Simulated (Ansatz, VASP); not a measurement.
SnTe: 3 runs at one level of theory

The starting cell:

```xyz
2
Lattice="0.0000 3.1509 3.1509 3.1509 0.0000 3.1509 3.1509 3.1509 0.0000" Properties=species:S:1:pos:R:3 pbc="T T T"
Te    3.1509    3.1509    3.1509
Sn    0.0000    0.0000    0.0000
```

Alike in all runs: task relaxation of cell and atoms; functional PBE; k mesh 7 × 7 × 7; occupations fermi-dirac, width 0.05 eV; no spin polarisation; no spin-orbit coupling.

```json
{"program and potentials": "VASP, PBE PAW files Sn, Te, release 54, 580 eV", "plane-wave cutoff (eV)": "580", "notes": "5 valence electrons an atom on average", "equilibrium volume (Å³/atom)": "32.78"}
{"program and potentials": "Ansatz, all-electron LAPW, scalar-relativistic", "plane-wave cutoff (eV)": "-", "notes": "-", "equilibrium volume (Å³/atom)": "32.92"}
{"program and potentials": "VASP, PBE PAW files Sn_d, Te, release 54, 600 eV", "plane-wave cutoff (eV)": "600", "notes": "10 valence electrons an atom on average", "equilibrium volume (Å³/atom)": "32.86"}
```

The equilibrium volume spans 32.78 (VASP, PBE PAW files Sn, Te, release 54, 580 eV) to 32.92 Å³/atom (Ansatz, all-electron LAPW, scalar-relativistic), with all-electron results at 32.92. Relaxations stop with a little pressure left, so the last digit of a volume isn't settled.

The functional is the same throughout but for its coding, so the spread measures potentials, basis and numerics; runs on potential files found faulty are left out.
